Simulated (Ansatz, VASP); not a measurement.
# AlN in VASP and in Ansatz

```
Al N
1.0
     3.13031    0.00000    0.00000
    -1.56515    2.71093    0.00000
     0.00000    0.00000    5.01784
Al N
2 2
Direct
  0.33333 0.66667 0.00022
  0.66667 0.33333 0.50022
  0.33333 0.66667 0.38178
  0.66667 0.33333 0.88178
```

Alike in both runs: functional PBE; k mesh 8 × 8 × 5; no spin polarisation.

Ansatz relaxed the structure, and its values are those at the end. VASP's run is a single point on that final structure, the one shown.

```csv
,VASP,Ansatz
version,VASP 6.6.1,Ansatz 0.2.0
potentials or method,"VASP PAW PBE potentials, release 64 (Al, N)","scalar-relativistic, plane waves, PAW"
plane-wave cutoff (eV),520,420
occupations,"gaussian, width 0.01 eV",fixed
valence electrons in the cell,16,16
```

Ansatz gave:

- gap on the k mesh at the Fermi level (eV): 4.03
- least direct gap on the mesh (eV): 4.03
- pressure (GPa): 0.0

Question: Which values does VASP return?

Answer: gap on the k mesh at the Fermi level (eV): 4.04; least direct gap on the mesh (eV): 4.04; pressure (GPa): -0.3.

As with any semilocal functional, this PBE gap is likely too small.
